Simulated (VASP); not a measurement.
A run of VASP 6.6.1:

Contents of POSCAR:

```
Pb
1.0
    3.5325061493      0.0000000000      0.0000000000
   -1.7662530746      3.0592400643      0.0000000000
    0.0000000000      0.0000000000     22.7685583859
Pb
3
Direct
    0.6666666667      0.3333333333      0.3733218351
    0.3333333333      0.6666666667      0.4952046544
    0.0000000000      0.0000000000      0.6170410599
```

Contents of INCAR.step1:

```
SYSTEM = Pb
ALGO = Normal
DIPOL = 0.5 0.5 0.495
EDIFF = 1E-4
ENCUT = 520
GGA = PE
IDIPOL = 3
ISMEAR = 0
LASPH = .TRUE.
LCHARG = .FALSE.
LDIPOL = .TRUE.
LREAL = .FALSE.
LWAVE = .TRUE.
NBANDS = 28
NELM = 100
PREC = Accurate
SIGMA = 0.1
```

The input INCAR.step2:

```
SYSTEM = Pb
ALGO = Normal
DIPOL = 0.5 0.5 0.495
EDIFF = 1E-6
ENCUT = 520
IDIPOL = 3
ISIF = 2
ISMEAR = 0
ISTART = 1
LASPH = .TRUE.
LCHARG = .FALSE.
LDIPOL = .TRUE.
LMIXTAU = .TRUE.
LREAL = .FALSE.
LWAVE = .FALSE.
METAGGA = R2SCAN
NBANDS = 28
NELM = 100
PREC = Accurate
SIGMA = 0.1
```

The input KPOINTS:

```
k-points
0
G
  9 9 1
  0 0 0
```

Potentials or basis: VASP PAW PBE potentials, release 64 (Pb_d).

The run is started by

```bash
$ cat potpaw_PBE.64/Pb_d/POTCAR > POTCAR
$ cp INCAR.step1 INCAR
$ mpirun -np 1 vasp_std > vasp.out
$ cp INCAR.step2 INCAR
$ mpirun -np 1 vasp_std > vasp.out
```

Hardware: 1 thread of AMD EPYC 9R45 96-Core Processor (Zen 5), with other jobs on the host.

Task: How long does it take, and how much memory?

Result: Run time: 5.8 min on 1 thread of AMD EPYC 9R45 96-Core Processor (Zen 5), with other jobs on the host, peak memory 0.37 GiB. Counts: scf iterations 20, k points 12.
